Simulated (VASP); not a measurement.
Here is a VASP 6.6.1 calculation.

File INCAR:

```
PREC = Accurate ; ENCUT = 600
EDIFF = 1E-7 ; ISMEAR = 1
SIGMA = 0.1 ; LREAL = F
LASPH = T ; NELM = 80
ALGO = Normal ; ISIF = 2
LWAVE = F ; LCHARG = F
METAGGA = R2SCAN ; LMIXTAU = T
IBRION = 2 ; NSW = 40
EDIFFG = -0.01
```

Contents of KPOINTS:

```
regular mesh
0
Gamma
  16 16 16
```

The input POSCAR:

```
Rh                                      
1.0
    0.0000000000      1.9275561976      1.9275561976
    1.9275561976      0.0000000000      1.9275561976
    1.9275561976      1.9275561976      0.0000000000
  Rh            
     1
Direct
     0.0000000000000000    0.0000000000000000    0.0000000000000000
```

Potentials or basis: VASP PAW PBE potentials, release 64 (Rh_pv).

Launch:

```sh
$ cat potpaw_PBE.64/Rh_pv/POTCAR > POTCAR
$ mpirun -np 1 vasp_std > vasp.out
```

**Question.** Predict the band gap on the k mesh.

**Answer.** None (metal or under the smearing width).

Final structure:
```cif
data_structure
_symmetry_space_group_name_H-M 'P 1'
_symmetry_Int_Tables_number 1
_cell_length_a 2.7260
_cell_length_b 2.7260
_cell_length_c 2.7260
_cell_angle_alpha 60.000
_cell_angle_beta 60.000
_cell_angle_gamma 60.000
_cell_volume 14.32
loop_
_atom_site_label
_atom_site_type_symbol
_atom_site_fract_x
_atom_site_fract_y
_atom_site_fract_z
_atom_site_occupancy
Rh1 Rh 0.00000 0.00000 0.00000 1
```

Caveat: the relaxation stopped at its first step, so nothing moved.
